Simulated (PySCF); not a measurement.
Compound: propanal, C3H6O.
Numbering: `[CH3:1][CH2:2][CH:3]=[O:4]` (hydrogens: H5, H6, H7 on C1; H8, H9 on C2; H10 on C3)

Cartesian coordinates in Å at the PBE0-D3(BJ)/def2-SVP level; atoms count from 1:
```xyz
10
C3H6O angstrom
C     -1.0634    0.4704   -0.0996
C      0.0463   -0.5584   -0.1720
C      1.3777   -0.0584    0.3123
O      1.5880    1.0576    0.7053
H     -2.0120    0.0585   -0.4723
H     -0.8135    1.3595   -0.6961
H     -1.2168    0.8098    0.9350
H     -0.1882   -1.4683    0.4116
H      0.2031   -0.9286   -1.2029
H      2.2034   -0.8189    0.2831
```

Method used: core-valence-separated Tamm–Dancoff BHandHLYP/aug-pcX-1 (pcseg-1 on H) in PySCF, non-relativistic, gas phase, PBE0-D3(BJ)/def2-SVP geometry. No empirical shift is added; at this level the pattern usually sits a few eV under experiment.

(1) List the oxygen K-edge absorption lines.

(2) List the carbon K-edge absorption lines.

Results:

(1) 
| E (eV) | f | core hole on | main final orbital | polarisation |
| --- | --- | --- | --- | --- |
| 528.46 | 0.0525 | O4 | LUMO (90 %) | normal to the local trigonal plane |
| 533.88 | 0.0006 | O4 | LUMO+1 (48 %) | – |
| 534.37 | 0.0007 | O4 | LUMO+2 (62 %) | – |
| 534.67 | 0.0028 | O4 | LUMO+3 (36 %) | in the local trigonal plane |
| 534.84 | 0.0003 | O4 | LUMO+4 (86 %) | – |
| 535.39 | 0.0007 | O4 | LUMO+5 (47 %) | – |
| 535.78 | 0.0040 | O4 | LUMO+6 (74 %) | in the local trigonal plane |

The first line with a tenth or more of the strongest one's intensity is at 528.46 eV (f = 0.053), with the hole on O4 (aldehyde oxygen), polarised normal to the local trigonal plane: a 1s→π* resonance. It is also the strongest listed.

(2) 
```
E (eV)       f  core hole on  main final orbital                        polarisation
283.23  0.0796            C3         LUMO (85 %)  normal to the local trigonal plane
285.00  0.0001            C2         LUMO (96 %)                                   –
285.47  0.0082            C1       LUMO+2 (45 %)                                   –
285.70  0.0185            C2       LUMO+1 (84 %)                                   –
285.74  0.0003            C1         LUMO (97 %)                                   –
286.22  0.0206            C1              spread                                   –
286.29  0.0097            C1       LUMO+4 (67 %)                                   –
286.31  0.0519            C2       LUMO+4 (65 %)                                   –
286.63  0.0108            C1       LUMO+5 (32 %)                                   –
286.94  0.0048            C2       LUMO+2 (82 %)                                   –
287.35  0.0004            C1       LUMO+3 (53 %)                                   –
287.60  0.0003            C2       LUMO+3 (78 %)                                   –
287.72  0.0116            C1       LUMO+7 (34 %)                                   –
287.82  0.0073            C1       LUMO+6 (46 %)                                   –
287.94  0.0007            C2       LUMO+5 (60 %)                                   –
```

The first line with a tenth or more of the strongest one's intensity is at 283.23 eV (f = 0.080), with the hole on C3 (aldehyde carbon), polarised normal to the local trigonal plane: a 1s→π* resonance. It is also the strongest listed.

Roots within 0.03 eV whose holes lie on the same, on equivalent or on shared atoms are summed into one line, and the highest roots are left out, as the search may have cut off their partners. Final orbitals are the ground state's empty Kohn–Sham orbitals. A dash: too weak, shared between unlike atoms, or no plane or axis to refer to.

What are the wavelength and the wavenumber of the 528.46 eV line?

λ = 12398.42 eV Å/528.46 eV = 23.461 Å; 4.2623 × 10⁶ cm⁻¹.

The list ends where the root search ended, not at a threshold.

The run took about 18 s of CPU time (one thread, shared machine).

One conformer stands for the species.
